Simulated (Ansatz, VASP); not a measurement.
# Cross-check of LiF (Griceite) between VASP and Ansatz

One calculation is typed for both programs; each brings its own data sets and cutoff. How far apart do they land? The cell is taken from a series of VASP runs on this material, whose earlier steps may have relaxed, scaled or displaced it; both programs get it as it stands.

Calculated with Ansatz 0.2.0; plane waves, with VASP 6.6.1 beside it; relaxation of cell and atoms at PBEsol.

## (1) Set-up

Symmetry: Fm-3m, No. 225, cubic system. Conventional cell: a = 3.995 Å, b = 3.995 Å, c = 3.995 Å, α = 90.00°, β = 90.00°, γ = 90.00°. Nearest to Li lie 6 F at 2.00 Å. Nearest to F lie 6 Li at 2.00 Å. Farther neighbours and most contacts between anions are not listed.

## (2) Ansatz: relaxation of cell and atoms, PBEsol

Ansatz runs on its default PAW (the set named soft_2) files.

The relaxed volume is the usual yardstick between codes: its relative difference is about their pressure difference at one cell divided by the bulk modulus.

input.yaml reads:

```yaml
crystal:
  lattice:
    - [0.0, 1.9976737065, 1.9976737065]
    - [1.9976737065, 0.0, 1.9976737065]
    - [1.9976737065, 1.9976737065, 0.0]
  atoms:
    - { symbol: Li, position: [0.0, 0.0, 0.0] }
    - { symbol: F, position: [0.5, 0.5, 0.5] }
hamiltonian:
  xc: pbesol
  pseudopotentials: { kind: paw }
kpoints:
  mp_grid: { grid: [14, 14, 14] }
scf:
  occupations: { method: gaussian, width: 0.05 }
relax:
  f_tol: 0.01
  max_steps: 60
  cell: { stress_tol: 0.05 }
output:
  forces: true
  stress: true
  write_density: true
  write_potential: true
  elf: true
  volumetric_format: npy
```

Run with:

```
$ ansatz run input.yaml --threads 4 --pin off --max-ram 9216MiB --backend cpu --events-out ev --progress --plain --runs-dir out
```

Numbers of over 12 decimals in the logs are rounded to 6 here.

What it wrote:

```text
Engine: ansatz 0.2.0, aarch64-unknown-linux-gnu
Pseudopotentials: kind: paw
Pseudopotential: Li, paw, valence charge 3, recommended cutoff 420 eV (normal), Li.paw.azcp
Pseudopotential: F, paw, valence charge 7, recommended cutoff 420 eV (normal), F.paw.azcp
Functional definition: PBEsol
  exchange = pbesol_x
  correlation = pbesol_c
Crystal: 2 atoms, lattice volume = 15.944 Å³
Basis set: ecut = 420 eV, 331 PW (Γ), exchange–correlation on 40×40×40 points (8 copies of the dense FFT grid, shifted against one another)
Bands: 9, of which v1, the nominal top of the filled ones, is band 5 counted from 1 (4 counted from 0)
Symmetry: 48 space group operations
Space group: Fm-3m (ITA 225), of the structure as read, at distance tolerance 2.5e-5 Å
k-points: 104 of 2744
Non-local potential: Li, projectors of the file, l = 0: 3, l = 1: 2, l = 2: 1
Non-local potential: F, projectors of the file, l = 0: 2, l = 1: 2, l = 2: 1
PAW form: soft (Blöchl's): semilocal exchange-correlation on the pseudo side does not see the compensation charge
PAW frozen core: F, regenerated for the run's functional, and the local potential with it (the file was generated under x = pbe(κ = 0.804, μ = 0.219515), c = pbe(β = 0.066725))
PAW one-centre angular grid: Li, 110 points (default); XC on 64 Gauss nodes
PAW one-centre angular grid: F, 110 points (default); XC on 64 Gauss nodes
Initial density: superposition of atomic densities (neutral atoms: chi_scale 0, normalization atom), corrected by the library's trained network
Initial wavefunctions: pseudopotential atomic-orbital guess
Functional: x = pbesol(κ = 0.804, μ = 0.123457), c = pbesol(β = 0.046)
SCF iter   1: F=—  HF=-1006.564289 eV  |F-HF|=—  |Δ(HF+E_count)|=         —  Δρ=1.44e-2  dr2=2.00e-2  ethr=1.77e-3  ⟨swp⟩=5.5  Hψ=5743  notcnv=0
preconditioner: auto → none  [insulator: Δε(μ)=8.985 eV  Ē_g=22.635 eV  σ=0.050 eV  W_gap=1.00  n_scr=0 (ndim 8)  ℏωp=26.3 eV  f_vac=0.000  D(μ)=0.00/eV (n_scr^D=0)  ε∞_Penn≈2.4]
SCF iter   2: F=—  HF=-1006.556942 eV  |F-HF|=—  |Δ(HF+E_count)|=   7.35e-3  Δρ=4.73e-3  dr2=1.60e-3  ethr=2.00e-4  ⟨swp⟩=2.9  Hψ=2572  notcnv=0
SCF iter   3: F=—  HF=-1006.556332 eV  |F-HF|=—  |Δ(HF+E_count)|=   6.10e-4  Δρ=7.95e-4  dr2=5.57e-5  ethr=1.60e-5  ⟨swp⟩=2.5  Hψ=1563  notcnv=0
SCF iter   4: F=—  HF=-1006.556312 eV  |F-HF|=—  |Δ(HF+E_count)|=   1.96e-5  Δρ=2.22e-4  dr2=2.81e-6  ethr=5.57e-7  ⟨swp⟩=2.1  Hψ=1441  notcnv=0
SCF iter   5: F=—  HF=-1006.556311 eV  |F-HF|=—  |Δ(HF+E_count)|=   5.12e-7  Δρ=3.94e-5  dr2=1.92e-7  ethr=2.81e-8  ⟨swp⟩=2.2  Hψ=1319  notcnv=0
SCF iter   6: F=-1006.556311 eV  HF=-1006.556311 eV  |F-HF|=2.26e-9  |Δ(HF+E_count)|=   3.19e-8  Δρ=5.52e-6  dr2=3.87e-9  ethr=1.00e-9  ⟨swp⟩=6.9  Hψ=3873  notcnv=0
SCF 1 converged in 6 iterations: F = -1006.556311 eV  dr2 = 3.87e-9
  greatest PAW one-centre occupation: 1.000 electrons in one spin orbital (limit 2), on the Li atom at site 0 (counted from 0), in its partial waves of l = 0
relax step   1: F+E_penalty+E_count = -1006.55631139 eV  Δ(F+E_penalty+E_count) = +0.000e0 eV  max|allowed force component| = 7.271e-29 eV/Å  Δτ_max = 0.0000 Å  P = +0.681 GPa  Ω = 15.944 Å³  (6 SCF iters, dr2 threshold 1.00e-7 eV, accepted)
[...]
relax step   2: F+E_penalty+E_count = -1006.55624417 eV  Δ(F+E_penalty+E_count) = +6.723e-5 eV  max|allowed force component| = 8.505e-30 eV/Å  Δτ_max = 0.0000 Å  P = +0.455 GPa  Ω = 15.987 Å³  energy of the carried Pulay correction = -2.190e-4 eV  (3 SCF iters, dr2 threshold 2.00e-7 eV, accepted)
[...]
relax step   3: F+E_penalty+E_count = -1006.55592456 eV  Δ(F+E_penalty+E_count) = +3.196e-4 eV  max|allowed force component| = 9.088e-30 eV/Å  Δτ_max = 0.0000 Å  P = -0.003 GPa  Ω = 16.074 Å³  energy of the carried Pulay correction = -6.601e-4 eV  (4 SCF iters, dr2 threshold 2.00e-7 eV, accepted)
[...]
relax step   4: F+E_penalty+E_count = -1006.55666746 eV  Δ(F+E_penalty+E_count) = -7.429e-4 eV  max|allowed force component| = 7.917e-30 eV/Å  Δτ_max = 0.0000 Å  P = +0.084 GPa  Ω = 16.074 Å³  stress off target by 8.39e-2 GPa  SCF on the basis re-selected at this cell (its energy is not comparable with the rows above)  (5 SCF iters)
[...]
relax step   5: F+E_penalty+E_count = -1006.55659121 eV  Δ(F+E_penalty+E_count) = +7.625e-5 eV  max|allowed force component| = 4.815e-30 eV/Å  Δτ_max = 0.0000 Å  P = +0.008 GPa  Ω = 16.090 Å³  energy of the carried Pulay correction = -8.078e-5 eV  (3 SCF iters, dr2 threshold 1.76e-8 eV, accepted)
[...]
relax step   6: F+E_penalty+E_count = -1006.55668501 eV  Δ(F+E_penalty+E_count) = -9.381e-5 eV  max|allowed force component| = 1.062e-29 eV/Å  Δτ_max = 0.0000 Å  P = +0.012 GPa  Ω = 16.090 Å³  stress off target by 1.21e-2 GPa  SCF on the basis re-selected at this cell (its energy is not comparable with the rows above)  (6 SCF iters)
basis re-selected at this cell: Δ(F+E_penalty+E_count) = -9.381e-5 eV, ΔP = +0.004 GPa vs the last step (what re-selecting the basis moved, of the pressure what is left beyond the Pulay correction that the steps carried, after the strain that the cell walked since its last selection, with what the two solves' SCF thresholds leave and, on support functions, any second-order correction that the steps lacked; it is no m [...]
SCF converged after 6 iterations
Free energy (F): -1006.556685 eV
Harris-Foulkes:  -1006.556685 eV  (|F-HF|=0.00e0)
Internal energy: -1006.556685 eV  (E = F + TS)
E sigma→0 (E₀):  -1006.556685 eV
Fermi energy:    5.553980 eV
--- Per-component energies (eV) ---
  E_band       = -116.065251
  E_kinetic    = 229.980952
  E_local      = -634.765080  (includes V_loc(G=0)·N_el)
  E_nonlocal   = 40.837416
  E_hartree    = 221.155333
  E_xc         = -90.339154
  E_vxc        = -116.640687  (∫ρ·V_xc dr)
  E_paw        = -213.489773  (= ΣΔE_a)
  E_vpaw       = -77.790638  (= ΣTr[D̂ρ^β])
  E_aug_tail   = 0.002112  (compensation charges beyond the density's cutoff)
  E_ewald      = -559.980933
  E_core_change = 0.042443  (= ΣΔE_core)
  E_smearing   = -0.000000  (= −TS)
  E_closure    = 0.000000  (closes the sum)
  Σ components = -1006.556685   (vs F -1006.556685, Δ=0.00e0)
--- Forces (eV/Å), atoms counted from 1 ---
  atom   1  Li    -0.00000000     0.00000000     0.00000000
  atom   2  F      0.00000000    -0.00000000     0.00000000
  max |Σ_I F_I| component: 2.08e-29 eV/Å
--- Stress (GPa, compression-positive) ---
        0.012102      -0.000000      -0.000000
       -0.000000       0.012102       0.000000
       -0.000000      -0.000000       0.012102
  P = ⅓ Tr σ = 0.0121 GPa (0.121 kbar)
--- Band table (eV; the first three rows and the last of 104) ---
  k-point 0: bands = ["-39.1495", "-18.8737", "1.0267", "1.0267", "1.0267", "10.0792", "25.0946", "25.0946", "25.0946"]
  k-point 1: bands = ["-39.1461", "-18.8530", "0.8705", "1.0147", "1.0147", "10.2349", "23.1112", "24.2020", "24.2020"]
  k-point 2: bands = ["-39.1368", "-18.7945", "0.4545", "0.9804", "0.9804", "10.6342", "21.0811", "23.1175", "23.1175"]
  k-point 103: bands = ["-39.0634", "-18.1691", "-1.3605", "-0.8992", "0.1958", "15.9252", "16.1278", "18.4842", "20.3963"]
--- Relaxed structure (4 steps of the walk, 4 accepted, 2 SCFs on fresh bases) ---
  F+E_penalty+E_count = -1006.55668501 eV   max|allowed force component| = 1.062e-29 eV/Å   (the final SCF, on the basis selected at the relaxed cell)
  cell:  # Å, volume = 16.0901 Å³
    - [0, 2.003745, 2.003745]
    - [2.003745, 0, 2.003745]
    - [2.003745, 2.003745, 0]
  atoms:
    - { symbol: Li, position: [0, 0, 0] }
    - { symbol: F, position: [0.5, 0.5, 0.5] }
```

The job ended after 2.2 s (4 threads of Arm Neoverse V2, shared host; peak memory 0.28 GiB; 5.7 s of CPU time).

## (3) VASP: relaxation of cell and atoms, PBEsol

The same cell, functional, mesh and smearing now go to VASP, with its own data sets and cutoff.

Lines of VASP's logs that name or quote its potential files are left out, and so is its time.

INCAR reads:

```
SYSTEM = LiF
PREC = Accurate
ENCUT = 650
EDIFF = 1E-07
NELM = 100
ISMEAR = 0
SIGMA = 0.05
LREAL = .FALSE.
ALGO = Normal
GGA = PS
NBANDS = 11
LORBIT = 11
LWAVE = .FALSE.
LCHARG = .FALSE.
KPAR = 12
IBRION = 2
NSW = 50
ISIF = 3
EDIFFG = -0.003
```

POSCAR reads:

```
LiF
1.0
    0.0000000000      1.9976737065      1.9976737065
    1.9976737065      0.0000000000      1.9976737065
    1.9976737065      1.9976737065      0.0000000000
Li F
1 1
Direct
    0.0000000000      0.0000000000      0.0000000000
    0.5000000000      0.5000000000      0.5000000000
```

KPOINTS reads:

```
Automatic mesh
0
Gamma
14 14 14
0 0 0
```

Potentials, in the order of the species: Li_sv and F (PBE family, release 64).

Run with:

```
$ mpirun -np 12 vasp_std
```

What it wrote:

```text
[banner, memory and clock lines left out]
running   12 mpi-ranks, on    1 nodes
 distrk:  each k-point on    1 cores,   12 groups
 distr:  one band on    1 cores,    1 groups

 POSCAR found type information on POSCAR LiF
 POSCAR found :  2 types and       2 ions
|                                                                             |
|           W    W    AA    RRRRR   N    N  II  N    N   GGGG   !!!           |
|           W    W   A  A   R    R  NN   N  II  NN   N  G    G  !!!           |
|           W    W  A    A  R    R  N N  N  II  N N  N  G       !!!           |
|           W WW W  AAAAAA  RRRRR   N  N N  II  N  N N  G  GGG   !            |
|           WW  WW  A    A  R   R   N   NN  II  N   NN  G    G                |
|           W    W  A    A  R    R  N    N  II  N    N   GGGG   !!!           |
|                                                                             |
|     For optimal performance we recommend to set                             |
|       NCORE = 2 up to number-of-cores-per-socket                            |
|     NCORE specifies how many cores store one orbital (NPAR=cpu/NCORE).      |
|     This setting can greatly improve the performance of VASP for DFT.       |
|     The default, NCORE=1 might be grossly inefficient on modern             |
|     multi-core architectures or massively parallel machines. Do your        |
|     Unfortunately you need to use the default for GW and RPA                |
|     calculations (for HF NCORE is supported but not extensively tested      |
|     yet).                                                                   |
|                                                                             |

|                                                                             |
|               ----> ADVICE to this user running VASP <----                  |
|                                                                             |
|     You enforced a specific xc type in the INCAR file but a different       |
|     [... a line on the potential file left out ...]
|     I HOPE YOU KNOW WHAT YOU ARE DOING!                                     |
|                                                                             |

 LDA part: xc-table for (Slater+PW92), standard interpolation
 POSCAR, INCAR and KPOINTS ok, starting setup
 FFT: planning ... GRIDC
 FFT: planning ... GRID_SOFT
 FFT: planning ... GRID
 WAVECAR not read
 entering main loop
       N       E                     dE             d eps       ncg     rms          rms(c)
DAV:   1     0.386531576734E+02    0.38653E+02   -0.62042E+03  2344   0.109E+03
DAV:   2    -0.889834603451E+01   -0.47552E+02   -0.46508E+02  2640   0.217E+02
DAV:   3    -0.102641531856E+02   -0.13658E+01   -0.13614E+01  2972   0.329E+01
DAV:   4    -0.102799135593E+02   -0.15760E-01   -0.15758E-01  2780   0.371E+00
DAV:   5    -0.102800939066E+02   -0.18035E-03   -0.18034E-03  3065   0.285E-01    0.405E+00
DAV:   6    -0.985666971031E+01    0.42342E+00   -0.20330E+00  2618   0.951E+00    0.139E+00
DAV:   7    -0.985458637553E+01    0.20833E-02   -0.17227E-02  3171   0.127E+00    0.842E-01
DAV:   8    -0.985663809126E+01   -0.20517E-02   -0.12126E-02  3080   0.134E+00    0.107E-01
DAV:   9    -0.985665795181E+01   -0.19861E-04   -0.10803E-03  2728   0.319E-01    0.436E-02
DAV:  10    -0.985670651657E+01   -0.48565E-04   -0.10245E-04  2605   0.852E-02    0.104E-02
DAV:  11    -0.985670697321E+01   -0.45664E-06   -0.44945E-06  3154   0.230E-02    0.138E-03
DAV:  12    -0.985670704821E+01   -0.74999E-07   -0.53784E-07  2622   0.717E-03
   1 F= -.98567070E+01 E0= -.98567070E+01  d E =-.985671E+01
 curvature:   0.00 expect dE= 0.000E+00 dE for cont linesearch  0.000E+00
 trial: gam= 0.00000 g(F)=  0.277E-59 g(S)=  0.132E-05 ort = 0.000E+00 (trialstep = 0.100E+01)
 search vector abs. value=  0.132E-05
 reached required accuracy - stopping structural energy minimisation
```

From OUTCAR (step 3):

```text
ion  position               nearest neighbor table
   1  0.000  0.000  0.000-   2 2.00   2 2.00   2 2.00   2 2.00   2 2.00   2 2.00
   2  0.500  0.500  0.500-   1 2.00   1 2.00   1 2.00   1 2.00   1 2.00   1 2.00

  LATTYP: Found a face centered cubic cell.
 ALAT       =     3.9953474130

 Subroutine GETGRP returns: Found 48 space group operations
 (whereof 48 operations were pure point group operations)

The static configuration has the point symmetry O_h .

 Found    104 irreducible k-points:

   k-points           NKPTS =    104   k-points in BZ     NKDIM =    104   number of bands    NBANDS=     11

   dimension x,y,z NGX =    24 NGY =   24 NGZ =   24
   dimension x,y,z NGXF=    48 NGYF=   48 NGZF=   48

   ENCUT  =  650.0 eV  47.77 Ry    6.91 a.u.   5.87  5.87  5.87*2*pi/ulx,y,z

   NELECT =      10.0000    total number of electrons

 k-points in reciprocal lattice and weights: Automatic mesh
   0.00000000  0.00000000  0.00000000       0.000
   0.07142857  0.00000000  0.00000000       0.003
   0.14285714  0.00000000  0.00000000       0.003
   0.21428571  0.00000000  0.00000000       0.003
   0.28571429  0.00000000  0.00000000       0.003
   0.35714286  0.00000000  0.00000000       0.003
   0.42857143  0.00000000  0.00000000       0.003
   0.50000000  0.00000000  0.00000000       0.001
   0.07142857  0.07142857  0.00000000       0.002
[...]
-0.28571429  0.42857143  0.21428571       0.009
  -0.28571429  0.50000000  0.21428571       0.004

 average (electrostatic) potential at core
       1 -60.3552       2 -76.5534

 E-fermi :  -0.6372

 k-point     1 :       0.0000    0.0000    0.0000
  band No.  band energies     occupation
      1     -41.1133      2.00000
      2     -20.8961      2.00000
      3      -0.9650      2.00000
      4      -0.9650      2.00000
      5      -0.9650      2.00000
      6       8.1674      0.00000
      7      23.1790      0.00000
      8      23.1790      0.00000
      9      23.1791      0.00000
     10      23.3889      0.00000
    ...

 k-point     2 :       0.0714    0.0000    0.0000
  band No.  band energies     occupation
      1     -41.1097      2.00000
      2     -20.8750      2.00000
      3      -1.1232      2.00000
      4      -0.9775      2.00000
      5      -0.9775      2.00000
      6       8.3233      0.00000
      7      21.1982      0.00000
      8      22.2882      0.00000
      9      22.2883      0.00000
     10      24.1492      0.00000
    ...

 k-point     3 :       0.1429    0.0000    0.0000
  band No.  band energies     occupation
      1     -41.0998      2.00000
      2     -20.8149      2.00000
      3      -1.5439      2.00000
      4      -1.0122      2.00000
      5      -1.0122      2.00000
      6       8.7217      0.00000
      7      19.1615      0.00000
      8      21.1967      0.00000
      9      21.1967      0.00000
     10      24.9260      0.00000
    ...

  Total       -0.0042759     -0.0042759     -0.0042759      0.0000000      0.0000000      0.0000000
  in kB       -0.4296697     -0.4296697     -0.4296697      0.0000000      0.0000000      0.0000000
  external PRESSURE =      -0.4296697 kB  Pullay stress =       0.0000000 kB

  energy-cutoff  :      650.00
  volume of cell :       15.94
      direct lattice vectors                 reciprocal lattice vectors
     0.000000000  1.997673707  1.997673707    -0.250291125  0.250291125  0.250291125
     1.997673707  0.000000000  1.997673707     0.250291125 -0.250291125  0.250291125
     1.997673707  1.997673707  0.000000000     0.250291125  0.250291125 -0.250291125

 POSITION                                       TOTAL-FORCE (eV/Angst)
 -----------------------------------------------------------------------------------
      0.00000      0.00000      0.00000        -0.000000     -0.000000      0.000000
      1.99767      1.99767      1.99767         0.000000      0.000000     -0.000000
 -----------------------------------------------------------------------------------
    total drift:                               -0.000000     -0.000000      0.000000

  FREE ENERGIE OF THE ION-ELECTRON SYSTEM (eV)
  ---------------------------------------------------
  free  energy   TOTEN  =        -9.8567070482 eV

  energy  without entropy=       -9.8567070482  energy(sigma->0) =       -9.85670705

 reached required accuracy - stopping structural energy minimisation

 total charge
# of ion       s       p       d       tot
------------------------------------------
    1        2.019   0.056   0.000   2.075
    2        1.721   4.404   0.000   6.125
--------------------------------------------------
tot          3.740   4.459   0.000   8.200

[... 3 further parts left out ...]
```

## (4) Comparison

Known differences besides the potentials themselves: both relaxations stop at a tolerance, which leaves soft axes loose, and VASP keeps its plane-wave basis; the cutoff is 420 eV in Ansatz and 650 eV in VASP; Ansatz makes its cores anew for this functional, VASP keeps those of its PBE data sets; VASP leaves aspherical gradient terms in its spheres out (LASPH is not set), Ansatz keeps them; Ansatz adds a Pulay correction to the stress that steers its cell, VASP none. Total energies have different zeros and are not compared.

Both answers:

```tsv
quantity	Ansatz	VASP	difference
volume (Å³)	16.09	15.94	+0.91 %
edge a after relaxation, in the typed setting (Å)	2.834	2.825	+0.30 %
```

The walks stopped with 0.01 GPa left in Ansatz and -0.04 GPa in VASP; each walk ends within a tolerance, so the volume difference is uncertain by about these residues over the bulk modulus, most in soft cells.

## (5) Outcome

* difference in volume (relaxation of cell and atoms, PBEsol): 0.91 %

**Reading.** The difference in volume is 0.91 % (relaxation of cell and atoms, PBEsol), within the 1.2 % picked in this series as the mark of a large difference, as far as the stopping tolerances let one tell. How closely two codes agree says nothing of how well the functional describes the real material.

[Lines on the potential files, build, host, timing and source positions are cut from VASP's logs without a mark.]

[Logs are printed without paths, hosts, clocks, repeated set-up lines and the standing remarks that a program may print on its own settings, such as how far it seeks lower states.]

[Hosts, paths, dates, database ids (printed as entryN), source tags and the programs' standing remarks are cut or masked in the printed files.]
